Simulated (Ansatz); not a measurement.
# Se: the cost of one run

Program: Ansatz 0.2.0. Level of theory: DFT PBEsol, scalar-relativistic, plane waves, PAW. These are calculated values, not measurements.

## 1. The system as given

Symmetry: P3_221, No. 154, trigonal system. The conventional cell has a = 4.355 Å, b = 4.355 Å, c = 4.949 Å, α = 90.00°, β = 90.00°, γ = 120.00°. Around Se (site symmetry 2) lie 2 Se at 2.32 Å.

As a file:

```cif
data_structure
_symmetry_space_group_name_H-M 'P3_221'
_symmetry_Int_Tables_number 154
_cell_length_a 4.3552
_cell_length_b 4.3552
_cell_length_c 4.9494
_cell_angle_alpha 90.000
_cell_angle_beta 90.000
_cell_angle_gamma 120.000
_cell_volume 81.30
loop_
_atom_site_label
_atom_site_type_symbol
_atom_site_symmetry_multiplicity
_atom_site_Wyckoff_symbol
_atom_site_fract_x
_atom_site_fract_y
_atom_site_fract_z
_atom_site_occupancy
Se1 Se 3 b 0.21700 0.00000 0.16667 1
```

This is candidate A: structure reported for this formula (P3_221, No. 154).

(A quick probe on a coarse mesh, which set the mesh and smearing, is not shown.)

## 3. Rough relaxation on the coarse mesh (candidate A)

File input.yaml:

```yaml
crystal:
  lattice:
    - [4.3551696776, 0.0, 0.0]
    - [-2.1775848388, 3.7716875786, 0.0]
    - [0.0, 0.0, 4.94945]
  atoms:
    - { symbol: Se, position: [0.217, 0.0, 0.1666666667] }
    - { symbol: Se, position: [0.0, 0.217, 0.8333333333] }
    - { symbol: Se, position: [0.783, 0.783, 0.5] }
basis:
  ecutwfc: 420
kpoints:
  mp_grid: { grid: [6, 6, 4] }
hamiltonian:
  xc: pbesol
scf:
  occupations: { method: gaussian, width: 0.1 }
  lower_state_search: "off"
output:
  forces: true
  stress: true
  eigenvalues: true
relax:
  adjacent_minimum: "off"
  f_tol: 0.04
  max_steps: 70
  cell: { stress_tol: 0.4 }
```

Q: Estimate wall time and peak memory on 1 thread of an x86-64 CPU, shared host.

About 16 s, with a peak of 0.39 GiB.
